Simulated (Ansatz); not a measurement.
Crystal: SiGe.

```
CELL_PARAMETERS angstrom
3.90445 0.00000 0.00000
-1.95223 3.38135 0.00000
0.00000 0.00000 6.45078
ATOMIC_POSITIONS crystal
Ge 0.33333 0.66667 0.00039
Ge 0.66667 0.33333 0.50039
Si 0.33333 0.66667 0.37461
Si 0.66667 0.33333 0.87461
```

The cell comes from a database or a generator and needn't be the stable form of this composition.

Base run:

* Program: Ansatz 0.2.0
* Functional: LDA
* Potentials or basis: Ansatz PAW
* Cutoff: 420 eV
* Density cutoff: 1680 eV
* k mesh: 8 × 8 × 4
* Occupations: fermi-dirac, width 0.05 eV
* Spin: no spin polarisation

Its results: band gap on the k mesh 0.35 eV, direct; pressure -2.1 GPa; largest force 0.003 eV/Å.

Problem. The run is repeated on the same cell with these changes: functional from LDA to PBEsol. What comes out?

Solution. Band gap on the k mesh 0.35 eV, indirect (least direct gap 0.40 eV); pressure -0.3 GPa; largest force 0.011 eV/Å.

PBEsol binds less tightly than LDA, so the same cell stands under more pressure.

Caveats: the PAW data sets come from PBE, with cores solved anew for the run's functional, which leaves a small shift of forces and pressure.

Not every run made on this cell is shown here.
